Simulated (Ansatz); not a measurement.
Born–Oppenheimer molecular dynamics of a periodic cell of 36 atoms, Be (start crystal Be, start structure hcp, volume 1.15 times the crystal's). It goes on from the last frame of an earlier run, with new velocities.

Level of theory: Ansatz 0.2.0, DFT PBE, scalar-relativistic, plane waves, PAW. Settings: accuracy low, cutoff 420 eV, k mesh 2x2x2, fermi-dirac smearing 0.36 eV, no spin polarisation.

| Property | Result |
| --- | --- |
| ensemble | NVT, Langevin thermostat |
| time step | 1.12 fs |
| steps asked | 69 |
| set temperature | 3360 K |
| friction | 0.02 /fs |
| temperature schedule | 52 steps to 300 K, then 17 steps to 300 K |
| seed | 361831 |

Frames 1.12 fs apart, positions in Å, forces in eV/Å.

Velocities at 67.2 fs (Å/ps):

```
Be -6.96 -10.39 4.76
Be 8.72 -15.21 -20.21
Be 15.03 -10.91 -11.43
Be 19.52 -2.01 -18.89
Be 28.80 18.01 8.88
Be -5.11 6.52 5.42
Be -9.34 -8.84 -1.73
Be -12.96 7.33 13.63
Be -2.10 -4.06 -20.30
Be 23.64 13.95 16.18
Be 11.63 11.91 12.17
Be -29.14 10.43 -10.54
Be 5.83 1.70 -12.12
Be -7.17 -2.69 -13.02
Be -7.81 -11.09 11.66
Be 2.36 -9.30 1.11
Be -5.17 8.02 -11.48
Be -12.81 -13.43 1.30
Be 6.61 6.94 11.80
Be 7.02 6.70 -3.44
Be -6.85 8.25 -5.23
Be 29.08 0.90 -9.38
Be 9.05 4.71 -7.33
Be -9.75 3.38 11.08
Be -2.88 8.41 5.49
Be 4.30 0.13 -5.15
Be 15.71 15.22 9.07
Be -1.38 4.44 -18.53
Be 5.25 6.51 -1.93
Be 25.69 14.02 21.78
Be -10.33 16.53 -1.77
Be -18.39 -1.09 23.67
Be 25.61 8.72 8.04
Be 3.55 10.23 8.54
Be -31.44 -6.06 -18.75
Be 13.52 -1.35 10.52
```

```xyz
36
Lattice="7.1976 0.0000 0.0000 -3.5988 6.2333 0.0000 0.0000 0.0000 7.5191" Properties=species:S:1:pos:R:3:forces:R:3 time_fs=67.2 energy_less_start_eV=-3.627 T=1664
Be 0.013 -0.080 0.219 0.92 0.43 -0.92
Be 0.091 1.391 2.183 0.84 0.38 -1.94
Be 0.491 0.197 3.728 -0.08 -0.71 0.94
Be -0.035 1.335 5.577 -1.04 2.19 -0.69
Be -0.846 2.064 0.004 0.35 -0.03 0.02
Be -1.462 4.275 1.219 0.73 -1.14 1.01
Be -1.179 1.592 3.725 -0.04 0.67 -0.14
Be -0.991 3.397 5.088 -0.46 -1.25 1.05
Be -2.333 4.651 -0.534 -0.89 -2.25 -2.16
Be -1.780 6.160 2.166 -1.04 -0.55 -1.49
Be -2.449 4.144 3.309 1.64 0.42 -0.37
Be -2.262 6.599 6.105 2.67 -0.83 -0.56
Be 2.459 -0.299 0.073 1.47 1.89 0.37
Be 2.170 2.131 2.274 0.40 -0.03 -0.46
Be 2.986 0.185 3.734 -0.30 -0.29 0.04
Be 3.419 1.217 5.437 -1.50 -1.13 0.93
Be 1.506 1.889 0.160 0.06 -0.45 -0.60
Be 0.610 3.217 1.300 -0.65 1.03 1.18
Be 1.779 2.180 4.359 0.40 -1.25 -0.42
Be 1.973 3.713 5.565 -0.82 1.05 0.82
Be -0.148 4.034 -0.321 0.82 0.43 -0.66
Be 0.315 5.545 1.583 0.12 -0.39 0.40
Be 0.588 3.937 3.897 -0.09 0.20 -1.10
Be -0.290 5.232 5.517 0.03 0.90 0.15
Be 4.956 0.378 -0.161 -0.39 -0.11 0.03
Be 5.000 1.793 1.615 -0.14 0.02 0.45
Be 5.094 -0.405 4.255 -0.08 0.97 0.09
Be 5.261 1.558 5.592 0.26 0.06 0.38
Be 4.069 2.469 -0.435 0.23 -0.16 0.76
Be 3.682 3.794 1.282 0.05 -0.07 0.95
Be 3.982 2.085 3.453 -0.66 0.15 -0.19
Be 4.049 3.100 5.134 -0.52 2.15 0.27
Be 1.998 4.481 0.067 0.37 0.16 0.55
Be 2.651 5.738 1.909 -0.78 -0.02 1.05
Be 2.825 4.305 3.726 -0.90 -0.97 -0.04
Be 3.353 5.522 5.538 -1.00 -1.46 0.35
36
Lattice="7.1976 0.0000 0.0000 -3.5988 6.2333 0.0000 0.0000 0.0000 7.5191" Properties=species:S:1:pos:R:3:forces:R:3 time_fs=68.3 energy_less_start_eV=-3.692 T=1626
Be 0.005 -0.092 0.225 1.02 0.45 -0.95
Be 0.102 1.375 2.159 0.73 0.40 -1.77
Be 0.508 0.184 3.716 -0.19 -0.59 1.05
Be -0.015 1.334 5.556 -1.74 2.59 -0.87
Be -0.813 2.084 0.015 0.12 -0.26 -0.12
Be -1.467 4.281 1.226 0.88 -1.03 0.85
Be -1.190 1.584 3.722 0.16 0.70 -0.37
Be -1.005 3.405 5.104 -0.35 -1.25 0.91
Be -2.336 4.645 -0.558 -0.75 -2.10 -1.93
Be -1.754 6.174 2.182 -1.04 -0.64 -1.75
Be -2.434 4.157 3.323 1.43 0.45 -0.29
Be -2.293 6.610 6.093 3.41 -1.15 -0.16
Be 2.467 -0.294 0.060 1.33 1.84 0.39
Be 2.162 2.129 2.260 0.44 0.06 -0.35
Be 2.978 0.173 3.747 -0.17 -0.27 0.11
Be 3.421 1.205 5.440 -1.47 -1.07 0.99
Be 1.499 1.898 0.147 0.09 -0.48 -0.61
Be 0.595 3.204 1.303 -0.63 1.20 1.08
Be 1.786 2.187 4.371 0.44 -1.27 -0.54
Be 1.980 3.722 5.562 -0.89 1.13 0.89
Be -0.155 4.043 -0.326 0.96 0.42 -0.51
Be 0.346 5.547 1.572 -0.09 -0.42 0.41
Be 0.598 3.942 3.887 -0.28 0.21 -0.96
Be -0.300 5.235 5.531 0.09 0.92 0.02
Be 4.953 0.386 -0.155 -0.33 -0.11 -0.06
Be 5.004 1.793 1.611 -0.12 0.03 0.46
Be 5.111 -0.388 4.264 -0.21 0.84 0.13
Be 5.261 1.563 5.572 0.36 0.00 0.58
Be 4.074 2.475 -0.437 0.26 -0.21 0.89
Be 3.710 3.810 1.307 -0.12 -0.12 0.88
Be 3.970 2.104 3.450 -0.61 0.10 -0.15
Be 4.028 3.100 5.161 -0.48 2.16 -0.02
Be 2.027 4.491 0.075 0.25 0.05 0.52
Be 2.654 5.749 1.919 -0.80 -0.03 1.05
Be 2.791 4.297 3.705 -0.50 -1.01 -0.01
Be 3.367 5.520 5.551 -1.19 -1.53 0.17
36
Lattice="7.1976 0.0000 0.0000 -3.5988 6.2333 0.0000 0.0000 0.0000 7.5191" Properties=species:S:1:pos:R:3:forces:R:3 time_fs=69.4 energy_less_start_eV=-3.726 T=1569
Be -0.003 -0.102 0.230 1.12 0.47 -0.96
Be 0.114 1.360 2.132 0.63 0.41 -1.58
Be 0.523 0.170 3.704 -0.30 -0.45 1.12
Be 0.003 1.335 5.535 -2.32 2.93 -1.04
Be -0.781 2.104 0.026 -0.12 -0.47 -0.25
Be -1.470 4.287 1.234 1.04 -0.91 0.67
Be -1.200 1.576 3.717 0.34 0.73 -0.58
Be -1.020 3.412 5.121 -0.24 -1.24 0.78
Be -2.338 4.635 -0.584 -0.60 -1.91 -1.65
Be -1.729 6.186 2.196 -1.04 -0.71 -1.97
Be -2.417 4.169 3.336 1.24 0.47 -0.23
Be -2.319 6.619 6.083 4.03 -1.43 0.21
Be 2.475 -0.285 0.046 1.17 1.74 0.43
Be 2.155 2.128 2.247 0.48 0.14 -0.25
Be 2.969 0.161 3.761 -0.06 -0.26 0.18
Be 3.421 1.192 5.444 -1.40 -0.97 1.05
Be 1.493 1.908 0.134 0.13 -0.50 -0.61
Be 0.580 3.195 1.307 -0.57 1.34 1.00
Be 1.792 2.192 4.383 0.47 -1.27 -0.63
Be 1.985 3.733 5.561 -0.97 1.19 0.93
Be -0.162 4.053 -0.332 1.07 0.39 -0.34
Be 0.376 5.549 1.560 -0.28 -0.46 0.44
Be 0.606 3.947 3.876 -0.47 0.21 -0.82
Be -0.312 5.239 5.546 0.14 0.93 -0.12
Be 4.949 0.394 -0.150 -0.28 -0.12 -0.15
Be 5.007 1.791 1.607 -0.09 0.04 0.47
Be 5.127 -0.370 4.273 -0.33 0.69 0.17
Be 5.263 1.567 5.553 0.37 -0.03 0.76
Be 4.080 2.481 -0.438 0.29 -0.27 1.04
Be 3.738 3.825 1.334 -0.30 -0.17 0.80
Be 3.959 2.123 3.446 -0.57 0.05 -0.09
Be 4.008 3.103 5.186 -0.42 2.11 -0.30
Be 2.056 4.501 0.085 0.13 -0.06 0.48
Be 2.656 5.761 1.931 -0.81 -0.05 1.02
Be 2.758 4.287 3.686 -0.12 -1.02 0.02
Be 3.378 5.516 5.563 -1.36 -1.55 0.02
36
Lattice="7.1976 0.0000 0.0000 -3.5988 6.2333 0.0000 0.0000 0.0000 7.5191" Properties=species:S:1:pos:R:3:forces:R:3 time_fs=70.6 energy_less_start_eV=-3.742 T=1541
Be -0.009 -0.111 0.232 1.20 0.50 -0.95
Be 0.128 1.346 2.103 0.54 0.39 -1.40
Be 0.538 0.154 3.695 -0.40 -0.29 1.16
Be 0.018 1.340 5.512 -2.77 3.17 -1.18
Be -0.749 2.122 0.038 -0.37 -0.67 -0.38
Be -1.472 4.290 1.244 1.21 -0.81 0.48
Be -1.208 1.568 3.711 0.48 0.78 -0.77
Be -1.032 3.419 5.138 -0.16 -1.22 0.66
Be -2.339 4.624 -0.610 -0.45 -1.70 -1.36
Be -1.705 6.194 2.209 -1.03 -0.76 -2.16
Be -2.397 4.181 3.350 1.07 0.48 -0.18
Be -2.339 6.626 6.074 4.50 -1.65 0.50
Be 2.483 -0.274 0.033 1.02 1.62 0.49
Be 2.147 2.126 2.234 0.54 0.23 -0.15
Be 2.961 0.147 3.776 0.03 -0.25 0.25
Be 3.418 1.177 5.450 -1.29 -0.83 1.11
Be 1.487 1.917 0.121 0.16 -0.49 -0.60
Be 0.565 3.190 1.312 -0.48 1.44 0.94
Be 1.800 2.196 4.393 0.49 -1.24 -0.70
Be 1.987 3.747 5.561 -1.05 1.22 0.94
Be -0.168 4.064 -0.340 1.17 0.34 -0.16
Be 0.404 5.550 1.549 -0.46 -0.48 0.48
Be 0.612 3.952 3.863 -0.66 0.20 -0.69
Be -0.325 5.245 5.563 0.18 0.93 -0.28
Be 4.945 0.403 -0.144 -0.22 -0.15 -0.24
Be 5.011 1.789 1.603 -0.06 0.05 0.47
Be 5.144 -0.354 4.282 -0.43 0.53 0.19
Be 5.265 1.571 5.535 0.32 -0.05 0.90
Be 4.086 2.487 -0.438 0.31 -0.33 1.17
Be 3.764 3.840 1.363 -0.48 -0.22 0.72
Be 3.948 2.143 3.441 -0.52 0.00 -0.03
Be 3.988 3.108 5.210 -0.35 2.02 -0.55
Be 2.087 4.509 0.095 0.01 -0.16 0.43
Be 2.658 5.774 1.942 -0.81 -0.05 0.97
Be 2.725 4.276 3.667 0.25 -1.01 0.03
Be 3.386 5.509 5.575 -1.49 -1.53 -0.10
36
Lattice="7.1976 0.0000 0.0000 -3.5988 6.2333 0.0000 0.0000 0.0000 7.5191" Properties=species:S:1:pos:R:3:forces:R:3 time_fs=71.7 energy_less_start_eV=-3.763 T=1468
Be -0.015 -0.118 0.233 1.28 0.53 -0.92
Be 0.141 1.335 2.074 0.47 0.36 -1.22
Be 0.551 0.138 3.688 -0.49 -0.12 1.17
Be 0.030 1.349 5.488 -3.02 3.26 -1.25
Be -0.718 2.140 0.048 -0.63 -0.85 -0.53
Be -1.473 4.293 1.254 1.39 -0.72 0.28
Be -1.214 1.560 3.704 0.58 0.83 -0.93
Be -1.042 3.425 5.156 -0.09 -1.22 0.54
Be -2.340 4.611 -0.637 -0.30 -1.48 -1.06
Be -1.682 6.200 2.219 -1.04 -0.79 -2.32
Be -2.375 4.192 3.364 0.93 0.47 -0.13
Be -2.355 6.630 6.066 4.78 -1.77 0.71
Be 2.492 -0.261 0.020 0.87 1.49 0.55
Be 2.139 2.122 2.222 0.59 0.32 -0.07
Be 2.951 0.134 3.790 0.12 -0.24 0.31
Be 3.414 1.162 5.457 -1.15 -0.67 1.16
Be 1.482 1.926 0.109 0.20 -0.48 -0.58
Be 0.550 3.187 1.317 -0.36 1.53 0.89
Be 1.808 2.198 4.401 0.50 -1.18 -0.74
Be 1.988 3.761 5.561 -1.15 1.22 0.91
Be -0.171 4.077 -0.348 1.25 0.27 0.04
Be 0.431 5.549 1.538 -0.63 -0.50 0.51
Be 0.615 3.957 3.848 -0.83 0.19 -0.57
Be -0.339 5.250 5.579 0.23 0.94 -0.46
Be 4.940 0.413 -0.140 -0.17 -0.19 -0.33
Be 5.016 1.787 1.599 -0.04 0.07 0.48
Be 5.159 -0.338 4.292 -0.52 0.36 0.21
Be 5.268 1.576 5.520 0.23 -0.06 1.01
Be 4.092 2.492 -0.435 0.33 -0.39 1.27
Be 3.789 3.853 1.392 -0.67 -0.26 0.65
Be 3.937 2.163 3.436 -0.46 -0.05 0.02
Be 3.969 3.116 5.232 -0.28 1.88 -0.76
Be 2.117 4.517 0.104 -0.11 -0.26 0.39
Be 2.658 5.785 1.954 -0.79 -0.06 0.91
Be 2.694 4.264 3.649 0.58 -0.97 0.05
Be 3.393 5.498 5.587 -1.59 -1.43 -0.21
36
Lattice="7.1976 0.0000 0.0000 -3.5988 6.2333 0.0000 0.0000 0.0000 7.5191" Properties=species:S:1:pos:R:3:forces:R:3 time_fs=72.8 energy_less_start_eV=-3.793 T=1401
Be -0.019 -0.126 0.231 1.34 0.56 -0.84
Be 0.153 1.325 2.045 0.41 0.30 -1.04
Be 0.561 0.119 3.681 -0.57 0.04 1.16
Be 0.039 1.361 5.464 -3.10 3.23 -1.26
Be -0.688 2.157 0.058 -0.90 -1.01 -0.68
Be -1.473 4.293 1.266 1.58 -0.63 0.07
Be -1.219 1.554 3.696 0.66 0.88 -1.07
Be -1.052 3.430 5.175 -0.03 -1.21 0.43
Be -2.343 4.597 -0.665 -0.12 -1.23 -0.72
Be -1.660 6.205 2.227 -1.05 -0.81 -2.44
Be -2.352 4.202 3.376 0.82 0.45 -0.10
Be -2.365 6.633 6.061 4.86 -1.80 0.81
Be 2.504 -0.246 0.011 0.72 1.34 0.60
Be 2.132 2.116 2.210 0.65 0.41 0.01
Be 2.942 0.121 3.804 0.17 -0.24 0.37
Be 3.411 1.145 5.467 -1.00 -0.48 1.20
Be 1.478 1.935 0.097 0.25 -0.47 -0.56
Be 0.534 3.185 1.322 -0.21 1.61 0.88
Be 1.816 2.200 4.408 0.51 -1.12 -0.76
Be 1.989 3.776 5.561 -1.27 1.20 0.87
Be -0.173 4.091 -0.355 1.31 0.17 0.24
Be 0.457 5.548 1.527 -0.78 -0.53 0.54
Be 0.615 3.961 3.832 -0.99 0.17 -0.46
Be -0.352 5.255 5.593 0.26 0.95 -0.62
Be 4.936 0.423 -0.138 -0.12 -0.25 -0.40
Be 5.023 1.785 1.595 -0.02 0.08 0.49
Be 5.173 -0.323 4.302 -0.58 0.18 0.22
Be 5.272 1.579 5.508 0.09 -0.05 1.09
Be 4.100 2.496 -0.430 0.34 -0.45 1.33
Be 3.812 3.867 1.422 -0.86 -0.31 0.57
Be 3.926 2.182 3.431 -0.40 -0.10 0.07
Be 3.951 3.126 5.253 -0.20 1.70 -0.94
Be 2.147 4.523 0.113 -0.22 -0.35 0.34
Be 2.656 5.795 1.968 -0.75 -0.04 0.82
Be 2.665 4.251 3.632 0.86 -0.92 0.06
Be 3.396 5.487 5.599 -1.66 -1.29 -0.29
```

Of the whole run (77 fs, mean temperature of the second half 1939 K): The schedule's set-point averaged 557 K over the second half and the system 1939 K, so it lags behind the ramp. A run of 0.077 ps of so small a system gives no equilibrium averages. Limits of this set-up: coarse k mesh, low accuracy level.

Time of the run: 20 min on 1 thread of Arm Neoverse N1 (shared host), peak memory 0.79 GiB.
